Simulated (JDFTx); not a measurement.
Hf: equation of state with PBE

The system is Hf.

```
CELL_PARAMETERS angstrom
3.19670 0.00000 0.00000
-1.59835 2.76842 0.00000
0.00000 0.00000 5.05780
ATOMIC_POSITIONS crystal
Hf 0.66667 0.33333 0.75000
Hf 0.33333 0.66667 0.25000
```

| Property | Result |
| --- | --- |
| Program | JDFTx 1.7.0 (patched build) |
| Task | equation of state |
| Functional | PBE |
| Potentials or basis | PseudoDojo-SR-PBE-0.5-standard |
| Cutoff | 789 eV |
| Density cutoff | 3157 eV |
| k mesh | 10 × 10 × 5 |
| Occupations | fermi-dirac, width 0.05 eV |
| Spin | no spin polarisation |
| Bands | 18 |
| Density cutoff over wavefunction cutoff | 4 |
| Max SCF steps | 100 |
| SCF threshold on the energy | 1e-08 Ha |
| Solver of the electrons | scf |

| Quantity | Value |
| --- | --- |
| Equilibrium volume | 22.52 Å³/atom |
| Bulk modulus at fixed shape and positions | 108 GPa |
| Pressure derivative of the bulk modulus | 3.6 |

Energy against volume, from the lowest point:
```
volume (Å³/atom)  energy (meV/atom)
          21.037              36.00
          21.485              16.81
          21.933               5.02
          22.380               0.00
          22.828               1.17
          23.276               7.98
          23.723              19.93
```

Caveat: the cell was scaled at fixed shape and fractional positions, which overstates the stiffness of a crystal with free parameters, most of all of layers and chains. The run has no spin-orbit coupling, so splittings on Hf are missing.
